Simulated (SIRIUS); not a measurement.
# AlNi (Pm-3m) in SIRIUS: reference runs

How does AlNi come out in PBE? The cell is run as given.

All numbers are computed with SIRIUS 7.10.0; they aren't measurements. Logs are shortened: lines on timing, memory, paths and dates and some standing lists are left out, and cuts for length are marked. The log counts tension as positive stress, the text compression.

### 1 The crystal as given

It takes space group Pm-3m (No. 221, cubic). Conventional cell: a = 2.881 Å, b = 2.881 Å, c = 2.881 Å, α = 90.00°, β = 90.00°, γ = 90.00°. Around Ni (site symmetry m-3m) lie 8 Al at 2.50 Å. Al (site symmetry m-3m) has 8 Ni at 2.50 Å as nearest neighbours.

### 2 Single point, PBE, collinear spin, ferromagnetic start

sirius.json

```json
{
  "control": {
    "processing_unit": "cpu",
    "verbosity": 2,
    "num_bands_to_print": 18,
    "print_forces": true,
    "print_stress": true
  },
  "parameters": {
    "electronic_structure_method": "pseudopotential",
    "xc_functionals": ["XC_GGA_X_PBE", "XC_GGA_C_PBE"],
    "gk_cutoff": 9.9,
    "pw_cutoff": 19.8,
    "ngridk": [9, 9, 9],
    "shiftk": [0, 0, 0],
    "smearing": "fermi_dirac",
    "smearing_width": 0.0018374661,
    "num_bands": 18,
    "num_mag_dims": 1,
    "num_dft_iter": 100,
    "energy_tol": 1e-08,
    "density_tol": 1e-06
  },
  "iterative_solver": {
    "type": "davidson",
    "min_tolerance": 1e-10
  },
  "mixer": {
    "type": "anderson",
    "beta": 0.5,
    "max_history": 8
  },
  "settings": {
    "tol_ne": 1e-10,
    "smooth_initial_mag": true
  },
  "unit_cell": {
    "lattice_vectors": [
      [1.0, 0.0, 0.0],
      [0.0, 1.0, 0.0],
      [0.0, 0.0, 1.0]
    ],
    "lattice_vectors_scale": 5.444300965,
    "atom_coordinate_units": "lattice",
    "atom_types": ["Ni", "Al"],
    "atom_files": {
      "Ni": "Ni.json",
      "Al": "Al.json"
    },
    "atoms": {
      "Ni": [
        [0.5, 0.5, 0.5, 0.0, 0.0, 1.0]
      ],
      "Al": [
        [0.0, 0.0, 0.0, 0.0, 0.0, 0.0]
      ]
    }
  }
}
```

Potentials or basis: PseudoDojo 0.4.1 PBE standard (scalar relativistic).

Command:

```console
upf_to_json Ni.upf
upf_to_json Al.upf
OMP_NUM_THREADS=1 sirius.scf --input=sirius.json --output=out.json --task=0
```

What it wrote:

```text
[info] SIRIUS version : 7.10.0
[info] number of MPI ranks           : 1
[info] MPI grid                      : 1 1
[info] maximum number of OMP threads : 1
[fft] FFT context for density and potential
[fft] =====================================
[fft]   comm size                             : 1
[fft]   plane wave cutoff                     : 19.8
[fft]   grid size                             : 40 40 40   total : 64000
[fft]   grid limits                           : -19 20   -19 20   -19 20
[fft]   number of G-vectors within the cutoff : 10624
[fft]   local number of G-vectors             : 10624
[fft]   number of G-shells                    : 596
[fft] FFT context for coarse grid
[fft] =====================================
[fft]   comm size                             : 1
[fft]   plane wave cutoff                     : 19.8
[fft]   grid size                             : 40 40 40   total : 64000
[fft]   grid limits                           : -19 20   -19 20   -19 20
[fft]   number of G-vectors within the cutoff : 10624
[fft]   local number of G-vectors             : 10624
[fft]   number of G-shells                    : 596
[unit cell] lattice vectors
[unit cell]   a1 :       5.4443009650      0.0000000000      0.0000000000
[unit cell]   a2 :       0.0000000000      5.4443009650      0.0000000000
[unit cell]   a3 :       0.0000000000      0.0000000000      5.4443009650
[unit cell] reciprocal lattice vectors
[unit cell]   b1 :       1.1540848582      0.0000000000      0.0000000000
[unit cell]   b2 :       0.0000000000      1.1540848582      0.0000000000
[unit cell]   b3 :       0.0000000000      0.0000000000      1.1540848582
[unit cell] unit cell volume :       161.37132909 [a.u.^3]
[unit cell] 1/sqrt(omega)    :         0.07872031
[unit cell] MT volume        :         0.00000000 ( 0.00%)
[unit cell] IT volume        :       161.37132909 (100.00%)
[unit cell] number of atom types : 2
[unit cell] type id : 0 symbol : Ni mt_radius :  13.710000 num_atoms : 1
[unit cell] type id : 1 symbol : Al mt_radius :  18.750000 num_atoms : 1
[unit cell] total number of atoms : 2
[unit cell] number of symmetry classes : 2
[unit cell] number of PAW atoms : 0
[unit cell] atom id  type id  class id             position                      vector_field
[unit cell] ------------------------------------------------------------------------------------------
[unit cell]      0        0        0      0.50000   0.50000   0.50000      0.00000   0.00000   1.00000
[unit cell]      1        1        1      0.00000   0.00000   0.00000      0.00000   0.00000   0.00000
[unit cell] atom id         position (Cartesian, a.u.)
[unit cell] ---------------------------------------------
[unit cell]      0       2.722150    2.722150    2.722150
[unit cell]      1       0.000000    0.000000    0.000000
[unit cell] class id : 0 atom id : 0
[unit cell] class id : 1 atom id : 1
[unit cell] minimum bond length:     4.714903
[unit cell] total number of pseudo wave-functions: 14
[sym] space group number   : 221
[sym] international symbol : Pm-3m
[sym] Hall symbol          : -P 4 2 3
[sym] space group transformation matrix :
[sym]   1.0000  0.0000  0.0000
[sym]   0.0000  1.0000  0.0000
[sym]   0.0000  0.0000  1.0000
[sym] space group origin shift :
[sym]   0.0000  0.0000  0.0000
[sym] number of space group operations  : 48
[sym] number of magnetic group operations : 48
[sym] metric tensor error: 0.0000e+00
[sym] rotation matrix error: 3.3307e-16
[sym] symmetry operations
[... list of symmetry operations ...]
[atom type] label          : Ni
[atom type] --------------------------------------------------------------------------------
[atom type] symbol         : Ni
[atom type] name           :
[atom type] zn             : 18
[atom type] mass           : 0
[... 442 lines left out ...]
[diagonalize]            -3.278304   -1.823007   -1.823006   -1.822513    0.334763    0.382863    0.387538    0.428323    0.473234    0.482260    0.509800    0.593510    0.635169    0.795752    0.856169    0.869278    0.996765    1.269887
[diagonalize] ik:   31   -3.278310   -1.822823   -1.822817   -1.822817    0.304130    0.389727    0.389727    0.449676    0.453462    0.453462    0.592127    0.592127    0.663888    0.791417    0.791417    0.835591    1.038552    1.311141
[diagonalize]            -3.278310   -1.822823   -1.822817   -1.822817    0.304130    0.389727    0.389727    0.449676    0.453462    0.453462    0.592127    0.592127    0.663888    0.791417    0.791417    0.835591    1.038552    1.311141
[diagonalize] ik:   32   -3.278298   -1.822998   -1.822805   -1.822801    0.333097    0.375910    0.385706    0.453936    0.454778    0.485767    0.534695    0.641108    0.681610    0.716368    0.752136    0.848114    0.970287    1.337603
[diagonalize]            -3.278298   -1.822999   -1.822805   -1.822801    0.333097    0.375910    0.385706    0.453936    0.454778    0.485767    0.534695    0.641108    0.681610    0.716368    0.752136    0.848114    0.970287    1.337603
[diagonalize] ik:   33   -3.278287   -1.822982   -1.822981   -1.822787    0.350619    0.376941    0.377143    0.456265    0.477598    0.509839    0.548366    0.602102    0.650152    0.718949    0.766407    0.787150    0.899166    1.393365
[diagonalize]            -3.278287   -1.822982   -1.822982   -1.822787    0.350619    0.376941    0.377143    0.456265    0.477598    0.509839    0.548366    0.602102    0.650152    0.718949    0.766407    0.787150    0.899166    1.393365
[diagonalize] ik:   34   -3.278276   -1.822966   -1.822965   -1.822965    0.363133    0.371814    0.371814    0.478846    0.478846    0.547186    0.591886    0.591886    0.652296    0.698302    0.698302    0.730595    0.832044    1.490910
[diagonalize]            -3.278276   -1.822966   -1.822965   -1.822965    0.363133    0.371813    0.371813    0.478846    0.478846    0.547186    0.591886    0.591886    0.652296    0.698302    0.698302    0.730595    0.832044    1.490910
[find] Charges and magnetic moments
[find] --------------------------------------------------------------------------------
[find] atom                moment                |moment|
[find] --------------------------------------------------------------------------------
[find]    0 [  0.00000,   0.00000,  -0.00000]    0.000000
[find]    1 [  0.00000,   0.00000,  -0.00000]    0.000000
[find] total charge          : 21.000000
[... 7 lines left out ...]
[find] <rho|V^{H}>                    :     127.97945580
[find] one-electron contribution      :    -116.82706299 (Ha),    -233.65412598 (Ry)
[find] hartree contribution           :      63.98972790
[find] xc contribution                :     -22.59291338
[find] ewald contribution             :     -94.72558112
[find] PAW contribution               :       0.00000000
[find] smearing (-TS)                 :      -0.00024382
[find] SCF correction                 :      -0.00000000
[find] Total energy                   :    -170.15582960 (Ha),    -340.31165920 (Ry)
[find] Free energy (E-TS)             :    -170.15607342 (Ha),    -340.31214684 (Ry)
[find] band gap (eV)                  :       0.00000000
[find] Efermi                         :       0.52034422
[find] iteration : 26, RMS : 3.939441741723e-10, energy difference : -8.981260180008e-12
[find] Hartree energy of density residual : 7.854709904373e-19
[find] bands are converged : true
[find] iterative solver converged : true
[find] converged after 27 SCF iterations!
[find] Charges and magnetic moments
[find] --------------------------------------------------------------------------------
[find] atom                moment                |moment|
[find] --------------------------------------------------------------------------------
[find]    0 [  0.00000,   0.00000,  -0.00000]    0.000000
[find]    1 [  0.00000,   0.00000,  -0.00000]    0.000000
[find] total charge          : 21.000000
[find] total moment          : [  0.00000,   0.00000,  -0.00000], magnitude : 0.000000
[find] Energy
[find] --------------------------------------------------------------------------------
[find] valence_eval_sum               :     -12.23726687
[find] <rho|V^{XC}>                   :     -23.38965968
[find] <rho|E^{XC}>                   :     -22.59291338
[find] <mag|B^{XC}>                   :      -0.00000000
[find] <rho|V^{H}>                    :     127.97945580
[find] one-electron contribution      :    -116.82706299 (Ha),    -233.65412598 (Ry)
[find] hartree contribution           :      63.98972790
[find] xc contribution                :     -22.59291338
[find] ewald contribution             :     -94.72558112
[find] PAW contribution               :       0.00000000
[find] smearing (-TS)                 :      -0.00024382
[find] SCF correction                 :      -0.00000000
[find] Total energy                   :    -170.15582960 (Ha),    -340.31165920 (Ry)
[find] Free energy (E-TS)             :    -170.15607342 (Ha),    -340.31214684 (Ry)
[find] band gap (eV)                  :       0.00000000
[find] Efermi                         :       0.52034422
[ground_state] === stress tensor components [kbar] ===
[ground_state] === stress_kin ===
[ground_state] -97234.173346    0.000000    0.000000
[ground_state]     0.000000-97234.173346   -0.000000
[ground_state]     0.000000   -0.000000-97234.173346
[ground_state] === stress_har ===
[ground_state] -38888.414622    0.000000    0.000000
[ground_state]     0.000000-38888.414622    0.000000
[ground_state]     0.000000    0.000000-38888.414622
[ground_state] === stress_ewald ===
[ground_state] 57567.484576    0.000000    0.000000
[ground_state]     0.00000057567.484576    0.000000
[ground_state]     0.000000    0.00000057567.484576
[ground_state] === stress_vloc ===
[ground_state] 30030.872972    0.000000    0.000000
[ground_state]     0.00000030030.872972   -0.000000
[ground_state]     0.000000   -0.00000030030.872972
[ground_state] === stress_xc ===
[ground_state]  1916.458266    0.000000    0.000000
[ground_state]     0.000000 1916.458266   -0.000000
[ground_state]     0.000000   -0.000000 1916.458266
[ground_state] === stress_core ===
[ground_state] 10256.262977    0.000000   -0.000000
[ground_state]     0.00000010256.262977    0.000000
[ground_state]    -0.000000    0.00000010256.262977
[ground_state] === stress_nonloc ===
[ground_state] 36333.247595    0.000000   -0.000000
[ground_state]     0.00000036333.247595   -0.000000
[ground_state]    -0.000000   -0.00000036333.247595
[ground_state] === stress_us_nl ===
[ground_state] 36333.247595    0.000000   -0.000000
[ground_state]     0.00000036333.247595   -0.000000
[ground_state]    -0.000000   -0.00000036333.247595
[ground_state] === stress_total ===
[ground_state]   -18.261583    0.000000   -0.000000
[ground_state]     0.000000  -18.261583   -0.000000
[ground_state]    -0.000000   -0.000000  -18.261583
[ground_state] ==== total Forces in Ha/bohr =====
[ground_state] atom:    0, force:       0.0000000      0.0000000      0.0000000
[ground_state] atom:    1, force:       0.0000000      0.0000000      0.0000000
[ground_state] ==== ultrasoft contribution from Qij =====
[ground_state] atom:    0, force:       0.0000000      0.0000000      0.0000000
[ground_state] atom:    1, force:       0.0000000      0.0000000      0.0000000
[ground_state] ==== non-local contribution from Beta-projector =====
[ground_state] atom:    0, force:       0.0000000      0.0000000      0.0000000
[ground_state] atom:    1, force:       0.0000000      0.0000000      0.0000000
[ground_state] ==== contribution from local potential =====
[ground_state] atom:    0, force:       0.0000000      0.0000000      0.0000000
[ground_state] atom:    1, force:       0.0000000      0.0000000      0.0000000
[ground_state] ==== contribution from core density =====
[ground_state] atom:    0, force:       0.0000000      0.0000000      0.0000000
[ground_state] atom:    1, force:       0.0000000      0.0000000      0.0000000
[ground_state] ==== Ewald forces from ions =====
[ground_state] atom:    0, force:       0.0000000      0.0000000      0.0000000
[ground_state] atom:    1, force:       0.0000000      0.0000000      0.0000000
[~DFT_ground_state] local op. applied: 66671
[~DFT_ground_state] evp. work count: 15003.2
[~DFT_ground_state] number of iterative solver steps: 3455
```

It took 2.2 min on 1 thread of Arm Neoverse V1, shared host; peak memory 0.4 GiB.

What came out:

```yaml
Free_energy: -4630.1826 eV
Pressure: 1.8 GPa
Band_gap_on_the_k_mesh: none (metal or under the smearing width)
```

Caveat: the starting moments collapsed, and a magnetic state may lie lower.
